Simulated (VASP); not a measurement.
# AlP (F-43m) in VASP: a series of runs, part 2 of 2

VASP 6.6.1.

### 4 Single point, r2SCAN+D4

POSCAR reads:

```
AlP
1.0
    0.0000000000      2.7313140622      2.7313140622
    2.7313140622      0.0000000000      2.7313140622
    2.7313140622      2.7313140622      0.0000000000
Al P
1 1
Direct
    0.0000000000      0.0000000000      0.0000000000
    0.2500000000      0.2500000000      0.2500000000
```

INCAR.step1 reads:

```
SYSTEM = AlP
PREC = Accurate
ENCUT = 550
ISMEAR = 0
SIGMA = 0.01
LREAL = .FALSE.
LASPH = .TRUE.
NELM = 120
NBANDS = 11
GGA = PE
ALGO = Normal
EDIFF = 1E-5
LWAVE = .TRUE.
LCHARG = .FALSE.
GGA_COMPAT = .FALSE.
```

INCAR.step2 reads:

```
SYSTEM = AlP
PREC = Accurate
ENCUT = 550
EDIFF = 1E-6
ISMEAR = 0
SIGMA = 0.01
LREAL = .FALSE.
LASPH = .TRUE.
NELM = 120
ALGO = Normal
ISIF = 2
LWAVE = .FALSE.
LCHARG = .TRUE.
METAGGA = R2SCAN
LMIXTAU = .TRUE.
IVDW = 13
VDW_S6 = 1.0
VDW_S8 = 0.6018749
VDW_A1 = 0.51559235
VDW_A2 = 5.77342911
LELF = .TRUE.
LVHAR = .TRUE.
NBANDS = 11
ISTART = 1
GGA_COMPAT = .FALSE.
```

KPOINTS reads:

```
Automatic mesh
0
G
  6 6 6
  0 0 0
```

Potentials or basis: VASP PAW PBE potentials, release 64 (Al, P).

Command:

```sh
> cat potpaw_PBE.64/Al/POTCAR potpaw_PBE.64/P/POTCAR > POTCAR
> cp INCAR.step1 INCAR
> mpirun -np 1 vasp_std > vasp.out
> cp INCAR.step2 INCAR
> mpirun -np 1 vasp_std > vasp.out
```

OUTCAR:

```text
SYSTEM = AlP
   PREC = Accurate
   ENCUT = 550
   EDIFF = 1E-6
   ISMEAR = 0
   LREAL = .FALSE.
   LASPH = .TRUE.
   NELM = 120
   ISIF = 2
   METAGGA = R2SCAN
   IVDW = 13
   ISTART = 1

 ion  position               nearest neighbor table
   1  0.000  0.000  0.000-   2 2.37   2 2.37   2 2.37   2 2.37
   2  0.250  0.250  0.250-   1 2.37   1 2.37   1 2.37   1 2.37

  LATTYP: Found a face centered cubic cell.
 ALAT       =     5.4626281244

  Lattice vectors:

 A1 = (   0.0000000000,   2.7313140622,   2.7313140622)
 A2 = (   2.7313140622,   0.0000000000,   2.7313140622)
 A3 = (   2.7313140622,   2.7313140622,   0.0000000000)

Analysis of symmetry for initial positions (statically):
=====================================================================
 Subroutine PRICEL returns:
 Original cell was already a primitive cell.

 Routine SETGRP: Setting up the symmetry group for a
 face centered cubic supercell.

 Subroutine GETGRP returns: Found 24 space group operations
 (whereof 24 operations were pure point group operations)
 out of a pool of 48 trial point group operations.

The static configuration has the point symmetry T_d .

Analysis of symmetry for dynamics (positions and initial velocities):
=====================================================================
 Subroutine PRICEL returns:
 Original cell was already a primitive cell.

 Routine SETGRP: Setting up the symmetry group for a
 face centered cubic supercell.

 Subroutine GETGRP returns: Found 24 space group operations
 (whereof 24 operations were pure point group operations)
 out of a pool of 48 trial point group operations.

The dynamic configuration has the point symmetry T_d .

 Subroutine INISYM returns: Found 24 space group operations
 (whereof 24 operations are pure point group operations),
 and found     1 'primitive' translations

----------------------------------------------------------------------------------------

[... 110 lines left out ...]
   AEXX    =    0.0000 exact exchange contribution
   IVDW    =    13    specifies the selected vdW correction
   LEPSILON=     F    determine dielectric tensor
   LRPA    =     F    only Hartree local field effects (RPA)
 non-spin polarized calculation
 Gauss-broadening in eV      SIGMA  =   0.01
  energy-cutoff  :      550.00
  volume of cell :       40.75
 maximum number of plane-waves:      1243
 NGX is ok and might be reduce to    30
   NGX = 15   NGY = 15   NGZ = 15

 number of electron       7.9999999 magnetization

 Free energy of the ion-electron system (eV)
  ---------------------------------------------------
  ext. energy  EPLUGINS =         0.00000000
  ---------------------------------------------------
  free energy    TOTEN  =       -17.20291173 eV

  energy without entropy =      -17.20291173  energy(sigma->0) =      -17.20291173

 E-fermi :   4.4395     XC(G=0):  -9.6234

 val. band max:        4.3973630918   @ k =   0.0000   0.0000   0.0000
 cond. band min:       6.3076794559   @ k =   0.5000   0.5000   0.0000
 fundamental gap:      1.9103163641
 Fermi energy:         4.4394895286

 k-point     1 :       0.0000    0.0000    0.0000
  band No.  band energies     occupation
      1      -7.5831      2.00000
      2       4.3974      2.00000
      3       4.3974      2.00000
      4       4.3974      2.00000
      5       8.3869      0.00000
      6       9.3700      0.00000
      7       9.3700      0.00000
      8       9.3700      0.00000
      9      13.7041      0.00000
     10      13.7041      0.00000
     11      15.5825      0.00000
[... 197 lines left out ...]
 k-point    16 :      -0.3333    0.5000    0.1667
  band No.  band energies     occupation
      1      -5.1152      2.00000
      2      -0.7468      2.00000
      3       1.4035      2.00000
      4       1.6699      2.00000
      5       8.0794      0.00000
      6       9.1453      0.00000
      7      12.6672      0.00000
      8      13.0066      0.00000
      9      16.5339      0.00000
     10      17.0711      0.00000
     11      18.6050      0.00000

------------------------ aborting loop because EDIFF is reached ----------------------------------------

  DFT-D4 for vdW energy calculation

  Edisp (eV):   -0.23550

  FORCE on cell =-STRESS in cart. coord.  units (eV):
  Direction    XX          YY          ZZ          XY          YZ          ZX
  --------------------------------------------------------------------------------------
  -------------------------------------------------------------------------------------
  Total      -0.07809    -0.07809    -0.07809     0.00000     0.00000    -0.00000
  in kB      -3.07023    -3.07023    -3.07023     0.00000     0.00000    -0.00000
  external pressure =       -3.07 kB  Pullay stress =        0.00 kB

 VOLUME and BASIS-vectors are now :
 -----------------------------------------------------------------------------
  energy-cutoff  :      550.00
  volume of cell :       40.75
      direct lattice vectors                 reciprocal lattice vectors
     0.000000000  2.731314062  2.731314062    -0.183062068  0.183062068  0.183062068
     2.731314062  0.000000000  2.731314062     0.183062068 -0.183062068  0.183062068
     2.731314062  2.731314062  0.000000000     0.183062068  0.183062068 -0.183062068

 POSITION                                       TOTAL-FORCE (eV/Angst)
 -----------------------------------------------------------------------------------
      0.00000      0.00000      0.00000        -0.000000     -0.000000      0.000000
      1.36566      1.36566      1.36566         0.000000      0.000000     -0.000000
 -----------------------------------------------------------------------------------
    total drift:                               -0.000000     -0.000000     -0.000000

  FREE ENERGIE OF THE ION-ELECTRON SYSTEM (eV)
  ---------------------------------------------------
  free  energy   TOTEN  =       -17.4384120496 eV

  energy  without entropy=      -17.4384120496  energy(sigma->0) =      -17.43841205
```

It took 28 s on 1 thread of Intel Xeon Platinum 8488C (Sapphire Rapids), shared host; peak memory 0.16 GiB.

Results:

- Free energy: -17.4384 eV
- Pressure: -0.3 GPa
- Band gap on the k mesh: 1.91 eV, indirect (least direct gap 3.99 eV)
- Dispersion energy per atom: -0.118 eV

Caveat: the PAW data sets were made with another functional, which shifts forces and pressure a little.

### 5 Comparison with measurements

Step 2. Measured gap of AlP: 2.505 eV (indirect; 4.2 K; a printed reference work, data compilation). This calculation gives 1.91 eV (-0.59 eV). The value is that of r2SCAN+D4 on a finite k mesh, which can miss the band edges, without temperature or zero-point motion.

Step 3. A measured gap of AlP is 2.505 eV (indirect; 4.2 K; a printed reference work, data compilation); the calculated 1.90 eV misses it by -0.61 eV. The value is that of r2SCAN+D4 on a finite k mesh, which can miss the band edges, without temperature or zero-point motion.

Step 4. Measured gap of AlP: 2.505 eV (indirect; 4.2 K; a printed reference work, data compilation). This calculation gives 1.91 eV (-0.59 eV). The value is that of r2SCAN+D4 on a finite k mesh, which can miss the band edges, without temperature or zero-point motion.
